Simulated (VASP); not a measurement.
# Input and output of a VASP LDA relaxation of cell and atoms on C (diamond)

INCAR

```
LASPH = .TRUE.
GGA = CA
LREAL = .FALSE.
PREC = Accurate
NELM = 120
NSW = 40
IBRION = 2
LWAVE = .FALSE.
ISMEAR = -1
ENCUT = 600
SIGMA = 0.02
EDIFF = 1E-7
EDIFFG = -5E-3
LCHARG = .FALSE.
NBANDS = 11
ISIF = 3
```

KPOINTS

```
KPOINTS created by Atomic Simulation Environment
0
Gamma
12 12 12
0 0 0
```

POSCAR

```
C
 1.0000000000000000
     0.0000000000000000    1.7857704565123391    1.7857704565123391
     1.7857704565123391    0.0000000000000000    1.7857704565123391
     1.7857704565123391    1.7857704565123391    0.0000000000000000
 C
   2
Cartesian
  0.0000000000000000 -0.0000000000000000 -0.0000000000000000
  0.8928852282561696  0.8928852282561696  0.8928852282561696
```

VASP ran with the recommended LDA PAW datasets (8 valence electrons in the cell).

Command

```
mpirun -np 1 vasp_std
```

OSZICAR

```
N       E                     dE             d eps       ncg     rms          rms(c)
DAV:   1     0.271155633374E+01    0.27116E+01   -0.52533E+03  1584   0.802E+02
DAV:   2    -0.205512164991E+02   -0.23263E+02   -0.22333E+02  2086   0.139E+02
DAV:   3    -0.211143060308E+02   -0.56309E+00   -0.56172E+00  1874   0.166E+01
DAV:   4    -0.211153909333E+02   -0.10849E-02   -0.10849E-02  1698   0.919E-01
DAV:   5    -0.211153924659E+02   -0.15327E-05   -0.15326E-05  1803   0.332E-02    0.587E+00
DAV:   6    -0.204750907099E+02    0.64030E+00   -0.34172E-01  1626   0.408E+00    0.340E+00
DAV:   7    -0.202523123181E+02    0.22278E+00   -0.40527E-01  1722   0.445E+00    0.746E-01
DAV:   8    -0.202522187457E+02    0.93572E-04   -0.10045E-02  1659   0.831E-01    0.291E-02
DAV:   9    -0.202522031150E+02    0.15631E-04   -0.37362E-05  1773   0.484E-02    0.208E-02
DAV:  10    -0.202522046977E+02   -0.15827E-05   -0.22239E-06  1746   0.124E-02    0.497E-03
DAV:  11    -0.202522046193E+02    0.78447E-07   -0.93715E-08  1341   0.234E-03
   1 F= -.20252205E+02 E0= -.20252205E+02  d E =-.202522E+02
```

From OUTCAR

```
k-points           NKPTS =     72   k-points in BZ     NKDIM =     72   number of bands    NBANDS=     11

   NELECT =       8.0000    total number of electrons

   dimension x,y,z NGX =    20 NGY =   20 NGZ =   20
   dimension x,y,z NGXF=    40 NGYF=   40 NGZF=   40

  energy-cutoff  :      600.00
  volume of cell :       11.03
      direct lattice vectors                 reciprocal lattice vectors
     0.000000000  1.766809502  1.766809502    -0.282995988  0.282995988  0.282995988
     1.766809502  0.000000000  1.766809502     0.282995988 -0.282995988  0.282995988
     1.766809502  1.766809502  0.000000000     0.282995988  0.282995988 -0.282995988

 k-points in reciprocal lattice and weights: KPOINTS created by Atomic Simulation Env
   0.00000000  0.00000000  0.00000000       0.001
   0.08333333  0.00000000  0.00000000       0.005
   0.16666667  0.00000000  0.00000000       0.005
   0.25000000  0.00000000  0.00000000       0.005
   0.33333333  0.00000000  0.00000000       0.005
   0.41666667  0.00000000  0.00000000       0.005
   0.50000000  0.00000000  0.00000000       0.002
   0.08333333  0.08333333  0.00000000       0.003
   ...

 E-fermi :  10.5911

 k-point     1 :       0.0000    0.0000    0.0000
  band No.  band energies     occupation
      1     -11.5586      2.00000
      2      10.1357      2.00000
      3      10.1357      2.00000
      4      10.1357      2.00000
      5      15.7574      0.00000
      6      15.7574      0.00000
      7      15.7574      0.00000
      8      24.3363      0.00000
      9      29.5113      0.00000
     10      37.0825      0.00000
     11      37.0825      0.00000

 k-point     2 :       0.0833    0.0000    0.0000
  band No.  band energies     occupation
      1     -11.3629      2.00000
      2       8.8958      2.00000
      3       9.8038      2.00000
      4       9.8038      2.00000
      5      16.1912      0.00000
      6      16.1912      0.00000
      7      16.5086      0.00000
      8      24.4456      0.00000
      9      29.8228      0.00000
     10      34.7574      0.00000
     11      34.7574      0.00000

 k-point     3 :       0.1667    0.0000    0.0000
  band No.  band energies     occupation
      1     -10.7779      2.00000
      2       6.3383      2.00000
      3       9.0856      2.00000
      4       9.0856      2.00000
      5      17.1288      0.00000
      6      17.1288      0.00000
      7      17.6981      0.00000
      8      24.7545      0.00000
      9      30.4740      0.00000
     10      33.1143      0.00000
     11      33.1143      0.00000

 k-point     4 :       0.2500    0.0000    0.0000
  band No.  band energies     occupation
      1      -9.8107      2.00000
      2       3.4681      2.00000
      3       8.3478      2.00000
      4       8.3478      2.00000
      5      17.9937      0.00000
      6      17.9937      0.00000
      7      18.5886      0.00000
      8      25.1784      0.00000
      9      30.9150      0.00000
     10      32.6875      0.00000
     11      32.6875      0.00000

 k-point     5 :       0.3333    0.0000    0.0000
  band No.  band energies     occupation
      1      -8.4805      2.00000
      2       0.6453      2.00000
      3       7.7634      2.00000
      4       7.7634      2.00000
      5      18.4736      0.00000
      6      18.4736      0.00000
      7      19.1421      0.00000
      8      25.5528      0.00000
      9      31.1941      0.00000
     10      33.5388      0.00000
     11      33.5388      0.00000

 k-point     6 :       0.4167    0.0000    0.0000
  band No.  band energies     occupation
      1      -6.8480      2.00000
      2      -1.9251      2.00000
      3       7.3981      2.00000
      4       7.3981      2.00000
      5      18.6204      0.00000
      6      18.6204      0.00000
      7      19.4394      0.00000
      8      25.7476      0.00000
      9      31.6856      0.00000
     10      35.0168      0.00000
     11      35.2152      0.00000

 k-point     7 :       0.5000    0.0000    0.0000
  band No.  band energies     occupation
      1      -5.5556      2.00000
      2      -3.5370      2.00000
      3       7.2746      2.00000
      4       7.2746      2.00000
      5      18.6378      0.00000
      6      18.6378      0.00000
      7      19.5336      0.00000
      8      25.7944      0.00000
      9      32.0620      0.00000
     10      34.5884      0.00000
     11      36.2854      0.00000

 k-point     8 :       0.0833    0.0833    0.0000
  band No.  band energies     occupation
      1     -11.2978      2.00000
      2       9.1955      2.00000
      3       9.1955      2.00000
      4       9.5450      2.00000
      5      15.5651      0.00000
      6      16.9185      0.00000
      7      16.9185      0.00000
      8      24.3702      0.00000
      9      29.9419      0.00000
     10      32.7123      0.00000
     11      37.4138      0.00000

 k-point     9 :       0.1667    0.0833    0.0000
  band No.  band energies     occupation
      1     -10.8426      2.00000
      2       7.2098      2.00000
      3       8.3721      2.00000
      4       9.1969      2.00000
      5      15.8708      0.00000
      6      18.0130      0.00000
      7      18.0646      0.00000
      8      24.2778      0.00000
      9      30.5290      0.00000
     10      31.2705      0.00000
     11      35.7804      0.00000

 k-point    10 :       0.2500    0.0833    0.0000
  band No.  band energies     occupation
      1     -10.0029      2.00000
      2       4.4901      2.00000
      3       7.6361      2.00000
      4       8.5180      2.00000
      5      16.7405      0.00000
      6      18.9701      0.00000
      7      19.0365      0.00000
      8      24.2524      0.00000
      9      30.9961      0.00000
     10      31.1102      0.00000
     11      34.8913      0.00000

 k-point    11 :       0.3333    0.0833    0.0000
  band No.  band energies     occupation
      1      -8.7931      2.00000
      2       1.6790      2.00000
      3       7.1215      2.00000
      4       7.7538      2.00000
      5      17.5232      0.00000
      6      19.4672      0.00000
      7      19.6583      0.00000
      8      24.5669      0.00000
      9      31.2103      0.00000
     10      31.8711      0.00000
     11      35.2216      0.00000

 k-point    12 :       0.4167    0.0833    0.0000
  band No.  band energies     occupation
      1      -7.2517      2.00000
      2      -0.9709      2.00000
      3       6.8778      2.00000
      4       7.0962      2.00000
      5      17.9726      0.00000
      6      19.5022      0.00000
      7      20.0007      0.00000
      8      25.2214      0.00000
      9      31.2039      0.00000
     10      33.4110      0.00000
     11      36.1044      0.00000

 k-point    13 :       0.5000    0.0833    0.0000
  band No.  band energies     occupation
      1      -5.6308      2.00000
      2      -3.1110      2.00000
      3       6.6340      2.00000
      4       6.9142      2.00000
      5      18.2584      0.00000
      6      19.2904      0.00000
      7      20.1327      0.00000
      8      25.7513      0.00000
      9      31.3143      0.00000
     10      34.5491      0.00000
     11      36.3683      0.00000

 k-point    14 :      -0.4167    0.0833    0.0000
  band No.  band energies     occupation
      1      -6.1239      2.00000
      2      -2.5118      2.00000
      3       6.4146      2.00000
      4       7.2167      2.00000
      5      18.5546      0.00000
      6      18.9936      0.00000
      7      20.0765      0.00000
      8      25.7946      0.00000
      9      31.2894      0.00000
     10      34.5929      0.00000
     11      34.8044      0.00000

 k-point    15 :      -0.3333    0.0833    0.0000
  band No.  band energies     occupation
      1      -7.7976      2.00000
      2      -0.1130      2.00000
      3       6.4652      2.00000
      4       7.7531      2.00000
      5      18.5970      0.00000
      6      18.8296      0.00000
      7      19.8107      0.00000
      8      25.3766      0.00000
      9      31.1824      0.00000
     10      32.4685      0.00000
     11      34.7300      0.00000

 k-point    16 :      -0.2500    0.0833    0.0000
  band No.  band energies     occupation
      1      -9.2364      2.00000
      2       2.6164      2.00000
      3       6.7957      2.00000
      4       8.4646      2.00000
      5      17.9611      0.00000
      6      18.8529      0.00000
      7      19.2562      0.00000
      8      24.8625      0.00000
      9      31.1371      0.00000
     10      31.2121      0.00000
     11      33.9772      0.00000

 ...

  Total        0.0056951      0.0056951      0.0056951      0.0000000      0.0000000     -0.0000000
  in kB        0.8271980      0.8271980      0.8271980      0.0000000      0.0000000     -0.0000000
  external PRESSURE =       0.8271980 kB  Pullay stress =       0.0000000 kB

 POSITION                                       TOTAL-FORCE (eV/Angst)
 -----------------------------------------------------------------------------------
      0.00000      0.00000      0.00000         0.000000      0.000000      0.000000
      0.88340      0.88340      0.88340        -0.000000     -0.000000     -0.000000
 -----------------------------------------------------------------------------------
    total drift:                                0.000000      0.000000      0.000000

  FREE ENERGIE OF THE ION-ELECTRON SYSTEM (eV)
  ---------------------------------------------------
  free  energy   TOTEN  =       -20.2522046193 eV

  energy  without entropy=      -20.2522046193  energy(sigma->0) =      -20.25220462
```

CONTCAR

```
C
   1.00000000000000
     0.0000000000000000    1.7668095016020022    1.7668095016020022
     1.7668095016020022    0.0000000000000000    1.7668095016020022
     1.7668095016020022    1.7668095016020022    0.0000000000000000
  C
     2
Direct
     0.0000000000000000    0.0000000000000000    0.0000000000000000
     0.2500000000000000    0.2500000000000000    0.2500000000000000

  0.00000000E+00  0.00000000E+00  0.00000000E+00
  0.00000000E+00  0.00000000E+00  0.00000000E+00
```

```yaml
relaxed_cell_vector_lengths: 2.499, 2.499, 2.499 Å
relaxed_cell_volume: 11.03 Å³
```

The run was restarted once from its relaxed cell; OSZICAR and OUTCAR are the second run's.

The run (the restart alone) took about 7 s on one core of a shared host (Intel Xeon Platinum 8488C) and held 0.11 GiB at most.
